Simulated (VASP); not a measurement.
Input of a VASP 6.6.1 run:

File INCAR:

```
  PREC = Accurate
  ENCUT = 400
  EDIFF = 1E-6
  ISMEAR = 0
  SIGMA = 0.01
  LREAL = F
  LASPH = T
  NELM = 80
  ALGO = Normal
  ISIF = 2
  LWAVE = F
  LCHARG = F
  GGA = PE
  ISYM = 0
```

The input KPOINTS:

```
regular mesh
0
Gamma
  1 1 1
```

POSCAR

```
H2CO2                                   
1.0
   13.3432429698      0.0000000000      0.0000000000
    0.0000000000     13.8432429698      0.0000000000
    0.0000000000      0.0000000000     14.3432429698
  O               C               H             
     2     1     2
Selective dynamics
Direct
     0.4420683951000015    0.5019878909999989    0.4046502002000025   F   F   F
     0.4652420945895595    0.5217029547137875    0.5587183188790956   T   T   T
     0.4973776199387130    0.4995011382512229    0.4711228218909583   T   T   T
     0.5780737703576755    0.4793311471325375    0.4675715125725587   T   T   T
     0.5208020018519630    0.5154738693646139    0.6027250126853977   T   T   T
```

Potentials or basis: VASP PAW PBE potentials, release 64 (O, C, H).

Run with:

```console
$ cat potpaw_PBE.64/O/POTCAR potpaw_PBE.64/C/POTCAR potpaw_PBE.64/H/POTCAR > POTCAR
$ mpirun -np 4 vasp_gam > vasp.out
```

**Question.** What does it give for the gap between the frontier levels?

**Answer.** 5.23 eV.

**Question.** Predict the largest force.

**Answer.** 0.024 eV/Å.

Forces in eV/Å, atoms in the order of the input:
```
O    0.000 -0.005 -0.024
O   -0.004  0.001  0.007
C   -0.010  0.004  0.004
H   -0.006  0.006  0.019
H    0.020 -0.006 -0.006
```

Caveat: the standard files for N, O and F lose accuracy on very short bonds. PBE gaps usually lie below the measured ones, often by a third to a half.
